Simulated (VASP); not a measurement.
# Sb (Fm-3m) in VASP: settings compared, part 2 of 2

VASP 6.6.1.

**5. Single point, r2SCAN**

Input file INCAR:

```
PREC = Accurate
ENCUT = 550
EDIFF = 1E-6
ISMEAR = 1
SIGMA = 0.1
LREAL = F
LASPH = T
NELM = 100
ALGO = Normal
ISIF = 2
LWAVE = F
LCHARG = F
METAGGA = R2SCAN
LMIXTAU = T
NBANDS = 8
ADDGRID = F
```

Input file KPOINTS:

```
Automatic mesh
0
Gamma
  17 17 17
```

Input file POSCAR:

```
Sb
1.0
    0.0000000000      2.3712425216      2.3712425216
    2.3712425216      0.0000000000      2.3712425216
    2.3712425216      2.3712425216      0.0000000000
Sb
1
Direct
    0.0000000000      0.0000000000      0.0000000000
```

Potentials or basis: VASP PAW PBE potentials, release 64 (Sb).

Started as:

```sh
> cat potpaw_PBE.64/Sb/POTCAR > POTCAR
> mpirun -np 1 vasp_std > vasp.out
```

OUTCAR:

```text
PREC = Accurate
   ENCUT = 550
   EDIFF = 1E-6
   ISMEAR = 1
   LREAL = F
   LASPH = T
   NELM = 100
   ISIF = 2
   METAGGA = R2SCAN

 Found    165 irreducible k-points:

 Following reciprocal coordinates:
            Coordinates               Weight
  0.000000  0.000000  0.000000      1.000000
  0.058824  0.000000  0.000000      8.000000
  0.117647  0.000000  0.000000      8.000000
  0.176471  0.000000  0.000000      8.000000
  0.235294  0.000000  0.000000      8.000000
  0.294118  0.000000  0.000000      8.000000
   k-points           NKPTS =    165   k-points in BZ     NKDIM =    165   number of bands    NBANDS=      8
   number of dos      NEDOS =    301   number of ions     NIONS =      1
   total plane-waves  NPLWV =  21952
   dimension x,y,z NGX =    28 NGY =   28 NGZ =   28
   dimension x,y,z NGXF=    56 NGYF=   56 NGZF=   56
   ions per type =               1
   NGX,Y,Z   is equivalent  to a cutoff of  13.88, 13.88, 13.88 a.u.
   NGXF,Y,Z  is equivalent  to a cutoff of  27.76, 27.76, 27.76 a.u.
 SYSTEM =  unknown system
   PREC   = accura    normal or accurate (medium, high low for compatibility)
   ISTART =      0    job   : 0-new  1-cont  2-samecut
   ICHARG =      2    charge: 1-file 2-atom 10-const
   ISPIN  =      1    spin polarized calculation?
   LNONCOLLINEAR =      F non collinear calculations
   LSORBIT =      F    spin-orbit coupling
   LASPH  =      T    aspherical Exc in radial PAW
[... 60 lines left out ...]
  band No.  band energies     occupation
      1      -5.0646      2.00000
      2      14.3086      0.00000
      3      14.3086      0.00000
      4      14.3086      0.00000
      5      19.0505      0.00000
      6      19.0505      0.00000
      7      19.0505      0.00000
      8      19.5995      0.00000
[... 45 lines left out ...]
 k-point     6 :       0.2941    0.0000    0.0000
  band No.  band energies     occupation
      1      -3.2644      2.00000
      2       6.4660      2.00000
      3      12.9598      0.00000
      4      12.9598      0.00000
      5      17.3836      0.00000
      6      19.1386      0.00000
      7      19.1386      0.00000
      8      20.5819      0.00000

 [... further k-points ...]

------------------------ aborting loop because EDIFF is reached ----------------------------------------

  FORCE on cell =-STRESS in cart. coord.  units (eV):
  Direction    XX          YY          ZZ          XY          YZ          ZX
  --------------------------------------------------------------------------------------
  -------------------------------------------------------------------------------------
  Total        0.2064669      0.2064669      0.2064669      0.0000000      0.0000000      0.0000000
  in kB       12.4051819     12.4051819     12.4051819      0.0000000      0.0000000      0.0000000
  external PRESSURE =      12.4051819 kB  Pullay stress =       0.0000000 kB

 VOLUME and BASIS-vectors are now :
 -----------------------------------------------------------------------------
  energy-cutoff  :      550.00
  volume of cell :       26.67
      direct lattice vectors                 reciprocal lattice vectors
     0.000000000  2.371242522  2.371242522    -0.210859916  0.210859916  0.210859916
     2.371242522  0.000000000  2.371242522     0.210859916 -0.210859916  0.210859916
     2.371242522  2.371242522  0.000000000     0.210859916  0.210859916 -0.210859916

 POSITION                                       TOTAL-FORCE (eV/Angst)
 -----------------------------------------------------------------------------------
      0.00000      0.00000      0.00000         0.000000     -0.000000      0.000000
 -----------------------------------------------------------------------------------
    total drift:                                0.000000      0.000000      0.000000

  FREE ENERGIE OF THE ION-ELECTRON SYSTEM (eV)
  ---------------------------------------------------
  free  energy   TOTEN  =       -25.2250389376 eV

  energy  without entropy=      -25.2243219041  energy(sigma->0) =      -25.22479993
```

OSZICAR:

```text
N       E                     dE             d eps       ncg     rms          rms(c)
DAV:   1    -0.167651304953E+02   -0.16765E+02   -0.17954E+03  2680   0.450E+02
DAV:   2    -0.257414897014E+02   -0.89764E+01   -0.87303E+01  3648   0.557E+01
DAV:   3    -0.258427765865E+02   -0.10129E+00   -0.10097E+00  3256   0.655E+00
DAV:   4    -0.258430649194E+02   -0.28833E-03   -0.28833E-03  4104   0.424E-01
DAV:   5    -0.258430654522E+02   -0.53272E-06   -0.53210E-06  3320   0.121E-02    0.146E+00
DAV:   6    -0.251014427032E+02    0.74162E+00   -0.10342E-01  2808   0.262E+00    0.922E-01
DAV:   7    -0.252797667031E+02   -0.17832E+00   -0.94390E-02  2672   0.232E+00    0.161E-01
DAV:   8    -0.252247025737E+02    0.55064E-01   -0.47233E-02  2912   0.154E+00    0.721E-02
DAV:   9    -0.252239435224E+02    0.75905E-03   -0.40390E-04  3720   0.165E-01    0.941E-02
DAV:  10    -0.252238895579E+02    0.53964E-04   -0.73258E-04  2840   0.210E-01    0.458E-02
DAV:  11    -0.252249445450E+02   -0.10550E-02   -0.67986E-04  3032   0.233E-01    0.297E-02
DAV:  12    -0.252249770244E+02   -0.32479E-04   -0.16551E-05  3416   0.362E-02    0.276E-02
DAV:  13    -0.252249682036E+02    0.88208E-05   -0.54141E-07  3304   0.618E-03    0.287E-02
DAV:  14    -0.252250310877E+02   -0.62884E-04   -0.11177E-04  2696   0.916E-02    0.368E-03
DAV:  15    -0.252250387378E+02   -0.76501E-05   -0.21944E-06  3720   0.116E-02    0.132E-03
DAV:  16    -0.252250389376E+02   -0.19982E-06   -0.31357E-08  1480   0.181E-03
   1 F= -.25225039E+02 E0= -.25224800E+02  d E =-.717033E-03
```

It took 83 s on 1 thread of Intel Xeon 6975P-C (Granite Rapids), shared host; peak memory 0.19 GiB.

The run converged, but some of its settings lie outside the range that counts as converged, so its numbers aren't taken as properties of the crystal.

Results:

| Quantity | Value |
| --- | --- |
| Free energy | -25.2250 eV |
| Pressure | 1.2 GPa |
| Band gap on the k mesh | none (metal or under the smearing width) |

Caveat: the PAW data sets were made with another functional, which shifts forces and pressure a little.

**6. Single point, PBE**

Input file INCAR:

```
PREC = Accurate
ENCUT = 500
EDIFF = 1E-6
ISMEAR = 0
SIGMA = 0.02
LREAL = F
LASPH = T
NELM = 80
ALGO = Normal
ISIF = 2
LWAVE = F
LCHARG = T
GGA = PE
LELF = T
LVHAR = T
NBANDS = 14
```

Input file KPOINTS:

```
Automatic mesh
0
Gamma
  4 4 4
```

POSCAR is that of step 5.

Potentials or basis: VASP PAW PBE potentials, release 64 (Sb_d_GW).

Started as:

```sh
> cat potpaw_PBE.64/Sb_d_GW/POTCAR > POTCAR
> mpirun -np 1 vasp_std > vasp.out
```

It took 5 s on 1 thread of Intel Xeon Platinum 8259CL at 2.50GHz (Skylake/Cascade Lake), shared host; peak memory 0.14 GiB.

Results (log left out):

```yaml
Free_energy: -3.8463 eV
Pressure: 0.4 GPa
Band_gap_on_the_k_mesh: none (metal or under the smearing width)
```

Levels at points of the mesh, in eV from the Fermi level:
```
           k point  band 5  band 6  band 7  band 8  band 9  band 10
(0.00, 0.00, 0.00)  -28.61  -12.28    6.10    6.10    6.10    10.90
(0.50, 0.00, 0.00)  -28.57   -8.47   -5.15    4.39    4.39     9.16
(0.50, 0.50, 0.00)  -28.56   -6.82   -4.25    1.10    1.10     4.92
```

Caveat: the k mesh is coarse (spacing up to 0.57 Å⁻¹), so the values aren't converged.
